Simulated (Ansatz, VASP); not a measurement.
## Two plane-wave programs on BeSe

```
Se Be
1.0
     0.00000    2.56836    2.56836
     2.56836    0.00000    2.56836
     2.56836    2.56836    0.00000
Se Be
1 1
Direct
  0.75000 0.75000 0.75000
  0.00000 0.00000 0.00000
```

Change from the starting cell: volume scaled by 1.04.

Alike in both runs: task single point; functional PBE; k mesh 9 × 9 × 9; occupations fermi-dirac, width 0.05 eV; no spin polarisation.

```csv
,VASP,Ansatz
version,VASP 6.6.1,Ansatz 0.2.0
potentials or method,"VASP PAW PBE potentials, release 64 (Se, Be)",Ansatz PAW
plane-wave cutoff (eV),520,420
valence electrons in the cell,8,18
```

VASP gave:

| Property | Result |
| --- | --- |
| gap on the k mesh at the Fermi level (eV) | 2.69 |
| least direct gap on the mesh (eV) | 4.40 |
| pressure (GPa) | 2.1 |

What did Ansatz give for the same quantities?

gap on the k mesh at the Fermi level (eV): 2.70; least direct gap on the mesh (eV): 4.40; pressure (GPa): 1.9.

The two sets of potentials don't hold the same shells in valence.

Caveats: an odd mesh through Γ misses points on the zone boundary, where band edges often lie (VASP); odd divisions of the mesh miss points on the zone boundary, where band edges often lie, so the gap on the mesh can be too wide (Ansatz).
